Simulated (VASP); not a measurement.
# PtSe2: single point with HSE06

Crystal: PtSe2.

```
Pt Se
1.0
     3.75849    0.00000    0.00000
    -1.87925    3.25495    0.00000
     0.00000    0.00000    4.86989
Pt Se
1 2
Direct
  0.00000 0.00000 0.00000
  0.66667 0.33333 0.73895
  0.33333 0.66667 0.26105
```

The cell is a database's computed one.

- Program: VASP 6.6.1
- Task: single point
- Functional: HSE06
- Potentials or basis: VASP PAW PBE potentials, release 64 (Pt, Se)
- Cutoff: 520 eV
- k mesh: 6 × 6 × 4
- Occupations: gaussian, width 0.1 eV
- Spin: no spin polarisation
- Grid for exact exchange (PRECFOCK): Fast
- Screening parameter: 0.2 1/A
- Further INCAR settings: ALGO = Normal; EDIFF = 1e-06; NBANDS = 18

The pressure is 0.4 GPa and the largest force is 0.324 eV/Å. The band gap on the k mesh is none (metal or under the smearing width).

Forces on the atoms (eV/Å):
```
Pt   0.000  0.000  0.000
Se   0.000  0.000  0.324
Se   0.000  0.000 -0.324
```

Stress tensor (GPa, compression positive):
```
-0.34  0.01  0.00
 0.01 -0.32  0.00
 0.00  0.00  1.95
```

Levels at points of the mesh, in eV from the Fermi level:
| k point | band 8 | band 9 | band 10 | band 11 | band 12 | band 13 | band 14 | band 15 |
| --- | --- | --- | --- | --- | --- | --- | --- | --- |
| (0.00, 0.00, 0.00) | -3.50 | -1.44 | -1.44 | 0.61 | 1.31 | 1.31 | 3.73 | 4.79 |
| (0.50, 0.00, 0.00) | -4.52 | -4.44 | -4.37 | -3.70 | 0.73 | 2.82 | 5.44 | 6.58 |
| (0.50, 0.50, 0.00) | -4.52 | -4.44 | -4.37 | -3.70 | 0.73 | 2.82 | 5.44 | 6.57 |
| (0.00, 0.00, 0.50) | -3.41 | -2.30 | -2.10 | -2.10 | 2.61 | 2.61 | 5.38 | 7.09 |
| (0.50, 0.00, 0.50) | -4.56 | -4.22 | -3.29 | -1.56 | 0.86 | 1.78 | 5.36 | 5.49 |
| (0.50, 0.50, 0.50) | -4.56 | -4.22 | -3.29 | -1.56 | 0.86 | 1.78 | 5.36 | 5.49 |

Wall time 41 min on 1 thread of AMD EPYC 9R45 (Zen 5) (shared host), peak memory 0.31 GiB.

Caveat: the PAW data sets were made with another functional, which shifts forces and pressure a little. Spin-orbit coupling is left out, which matters for the levels of Pt.
